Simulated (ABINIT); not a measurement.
Wanted: the native input for an ABINIT 10.8.3 (patched build) run.

```yaml
Task: single point
Functional: PBE
Potentials_or_basis: JTH PAW PBE v2.0
Cutoff: 599 eV
k_mesh: 8 × 8 × 8
Occupations: fermi-dirac, width 0.05 eV
Spin: no spin polarisation
Fine-grid_cutoff: 1197.3 eV
Exchange_and_correlation_inside_the_PAW_spheres: full angular mesh (pawxcdev 0, this build's default; the released program takes 1)
```

The structure of Ge lies in POSCAR:

```
Ge
1.0
    0.0000000000      2.8289100000      2.8289100000
    2.8289100000      0.0000000000      2.8289100000
    2.8289100000      2.8289100000      0.0000000000
Ge
2
Direct
    0.7500000000      0.7500000000      0.7500000000  Ge
    0.5000000000      0.5000000000      0.5000000000  Ge
```

One way to write it, as run:

run.abi

```
# Pseudopotentials
pp_dirpath "./"
pseudos "Ge.GGA_PBE-JTH.xml"

# Structure
structure "poscar:POSCAR"
natom 2

# Plane-wave basis
ecut 22.0
pawecutdg 44.0

# k points
kptopt 1
ngkpt 8 8 8
nshiftk 1
shiftk 0.0 0.0 0.0

# Exchange and correlation
ixc 11

# Bands and occupations
nband 18
occopt 3
tsmear 0.00183747

# SCF cycle
nstep 100
tolvrs 1.0e-9

# Output
iomode 3
prtwf 0
prtden 0
prteig 0
prtebands 0
enunit 1
```

Potentials or basis: JTH PAW PBE v2.0.

Launch:

```console
$ abinit run.abi > log 2>&1
```

It gave:

* Pressure: 3.2 GPa
* Band gap on the k mesh: none (metal or under the smearing width)
* Valence electrons inside the program's atomic spheres: Ge 12.40 (radii [1.2196] Å)

Caveat: this crystal is a semiconductor, whose small gap the functional closes, so the metal is an error of the method.

Wall time 22 s on 1 thread of Arm Neoverse V2, with other jobs on the host, peak memory 0.13 GiB.
